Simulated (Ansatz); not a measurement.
## PtSe2 (Sudovikovite) under changes of volume

One of the cells (20.265 Å³/atom); the others are scaled copies at fixed shape and fractional positions:

```
Pt Se
1.0
     3.72400    0.00000    0.00000
    -1.86200    3.22508    0.00000
     0.00000    0.00000    5.06200
Pt Se
1 2
Direct
  0.00000 0.00000 0.00000
  0.66667 0.33333 0.75000
  0.33333 0.66667 0.25000
```

| Item | Value |
| --- | --- |
| Program | Ansatz 0.2.0 |
| Functional | RPBE |
| Dispersion | D3(BJ) |
| Potentials or basis | Ansatz PAW |
| Cutoff | 420 eV (not typed: the program's choice for these potentials) |
| k mesh | 8 × 8 × 5 |
| Occupations | fermi-dirac, width 0.05 eV |
| Spin | no spin polarisation |

```csv
volume (Å³/atom),energy over the lowest point (meV/atom),pressure (GPa),largest force (eV/Å)
19.049,0.00,-2.2,1.236
19.455,9.41,-5.2,0.895
19.860,25.89,-7.8,0.581
20.265,48.61,-10.1,0.293
20.671,76.83,-12.2,0.028
21.076,?,?,?
21.481,147.17,-15.5,0.441
```

What does the run at 21.076 Å³/atom give?

Energy over the lowest point 109.88 meV/atom; pressure -13.9 GPa; largest force 0.216 eV/Å.

Worked out: A Birch-Murnaghan fit of order 3 (a polynomial in V^(-2/3)) to the other rows has its minimum at 18.78 Å³/atom, just outside them, with B0 = V·E''(V) = 159 GPa and B' = 4.8 at fixed shape and positions, which overstates the stiffness. It gives 109.88 meV/atom at 21.076 Å³/atom, against the run's 109.88, and -dE/dV = -13.9 GPa, against -13.9.

Energies are extrapolated to zero smearing.

Caveats: pairwise dispersion overbinds metals, which lowers pressure and volume; the PAW data sets come from PBE, with cores solved anew for the run's functional, which leaves a small shift of forces and pressure; forces of over 1 eV/Å show positions far from the minimum, so gaps and moduli don't describe the material at rest (some runs).
